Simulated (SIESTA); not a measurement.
Cl:

```
CELL_PARAMETERS angstrom
3.14500 -2.25000 0.00000
3.14500 2.25000 0.00000
0.00000 0.00000 8.21000
ATOMIC_POSITIONS crystal
Cl 0.37000 0.63000 0.40000
Cl 0.13000 0.87000 0.90000
Cl 0.63000 0.37000 0.60000
Cl 0.87000 0.13000 0.10000
```

Base run:

| Quantity | Value |
| --- | --- |
| Program | SIESTA 5.4.2 |
| Functional | BLYP |
| Potentials or basis | PseudoDojo 0.4 standard (PBE files) |
| Basis | DZP (energy shift 0.003 Ry) |
| Grid cutoff | 800 Ry |
| Energy shift | 0.003 Ry |
| k mesh | 7 × 7 × 4 |
| Occupations | fermi-dirac, width 0.05 eV |
| Spin | no spin polarisation |

Its results: band gap on the k mesh 2.48 eV, indirect (least direct gap 2.51 eV); pressure 2.7 GPa; largest force 1.310 eV/Å.

Q: After a change of settings the same cell gave: band gap on the k mesh 2.31 eV, indirect (least direct gap 2.35 eV); pressure -2.5 GPa; largest force 0.537 eV/Å. Which change was it?
A. functional from BLYP to LDA; potentials or basis from PseudoDojo 0.4 standard (PBE files) to PseudoDojo 0.4 standard (LDA files)
B. functional from BLYP to PBEsol; potentials or basis from PseudoDojo 0.4 standard (PBE files) to PseudoDojo 0.4 standard (PBEsol files)
C. functional from BLYP to PBE
D. functional from BLYP to vdW-DF-cx

A: A.

Caveats: the basis of atomic orbitals isn't converged, which shifts pressures, moduli and gaps; the potentials were made for another functional, which shifts forces and pressure (some runs).

Not every run made on this cell is shown here.
